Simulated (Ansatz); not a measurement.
CdTe:

```xyz
2
Lattice="0.0000 3.2050 3.2050 3.2050 0.0000 3.2050 3.2050 3.2050 0.0000" Properties=species:S:1:pos:R:3 pbc="T T T"
Te    4.8075    4.8075    4.8075
Cd    0.0000    0.0000    0.0000
```

Base run:

| Item | Value |
| --- | --- |
| Program | Ansatz 0.2.0 |
| Functional | exchange-only PBE |
| Potentials or basis | Ansatz PAW |
| Cutoff | 420 eV (not typed: the program's choice for these potentials) |
| k mesh | 7 × 7 × 7 |
| Occupations | fermi-dirac, width 0.05 eV |
| Spin | no spin polarisation |

Its results: band gap on the k mesh 0.83 eV, direct; pressure 11.5 GPa.

Task: The run is repeated on the same cell with these changes: functional from exchange-only PBE to LDA. What comes out?

Result: Band gap on the k mesh 0.61 eV, direct; pressure 0.0 GPa.

Caveats: spin-orbit coupling is left out, which moves the levels of the heavy elements; the PAW data sets come from PBE, with cores solved anew for the run's functional, which leaves a small shift of forces and pressure.
